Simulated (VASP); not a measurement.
Set up this calculation in VASP 6.6.1, as the native input.

```
Task                   : atomic charges
Functional             : PBE
Potentials or basis    : VASP PAW PBE potentials, release 64 (Ta_pv)
Cutoff                 : 520 eV
k mesh                 : 10 × 10 × 1
Occupations            : methfessel-paxton, width 0.1 eV
Spin                   : no spin polarisation
Further INCAR settings : ALGO = Fast; EDIFF = 1e-07
```

The structure of Ta lies in POSCAR:

```
Ta                                      
1.0
    4.6951890271      0.0000000000      0.0000000000
   -2.3475945135      4.0661529730      0.0000000000
    0.0000000000      0.0000000000     28.3760217028
  Ta            
    16
Direct
     0.0000000000000000    0.0000000000000000    0.2577378229201752
     0.6666666667000030    0.3333333332999970    0.2825938206238525
     0.3333333332999970    0.6666666667000030    0.3105279115237852
     0.0000000000000000    0.0000000000000000    0.3500419361243005
     0.6666666667000030    0.3333333332999970    0.3815792716891345
     0.3333333332999970    0.6666666667000030    0.4144041569205442
     0.0000000000000000    0.0000000000000000    0.4490366599964589
     0.6666666667000030    0.3333333332999970    0.4823422430283336
     0.3333333332999970    0.6666666667000030    0.5176577569716664
     0.0000000000000000    0.0000000000000000    0.5509633400035412
     0.6666666667000030    0.3333333332999970    0.5855958430794558
     0.3333333332999970    0.6666666667000030    0.6184207283108656
     0.0000000000000000    0.0000000000000000    0.6499580638756999
     0.6666666667000030    0.3333333332999970    0.6894720884762150
     0.3333333332999970    0.6666666667000030    0.7174061793761476
     0.0000000000000000    1.0000000000000000    0.7422621770798249
```

The cell was built by a generator and needn't be a form met in nature.

These files were run (other wordings do the same):

INCAR

```
SYSTEM = Ta
PREC     = Accurate       ! precision mode
ENCUT    = 520            ! plane-wave cutoff, eV
EDIFF    = 1E-7           ! SCF threshold, eV
ISMEAR   = 1              ! smearing method
SIGMA    = 0.1            ! smearing width, eV
LREAL    = .FALSE.        ! projectors in reciprocal space
LASPH    = .TRUE.         ! aspherical terms in the spheres
NELM     = 60             ! most SCF steps
ALGO     = Fast           ! electronic algorithm
ISIF     = 2              ! what is computed and relaxed
LWAVE    = .FALSE.        ! write WAVECAR
LCHARG   = .FALSE.        ! write CHGCAR
GGA      = PE             ! functional
LORBIT   = 11             ! projections on sites
KPAR     = 2
```

KPOINTS

```
regular mesh
0
G
  10 10 1
  0 0 0
```

Potentials or basis: VASP PAW PBE potentials, release 64 (Ta_pv).

The run is started by

```bash
$ cat potpaw_PBE.64/Ta_pv/POTCAR > POTCAR
$ mpirun -np 2 vasp_std > vasp.out
```

It gave:

```json
{
 "Largest force": "0.019 eV/Å",
 "Band gap on the k mesh": "none (metal or under the smearing width)",
 "Valence electrons inside the program's atomic spheres": "Ta 8.90, 8.99, 8.84, 8.97, 8.95, 8.88, 8.91, 8.89"
}
```

It took 22 min on 2 MPI ranks on Intel(R) Xeon(R) Platinum 8488C (Sapphire Rapids), on a shared host, peak memory 0.93 GiB a rank.
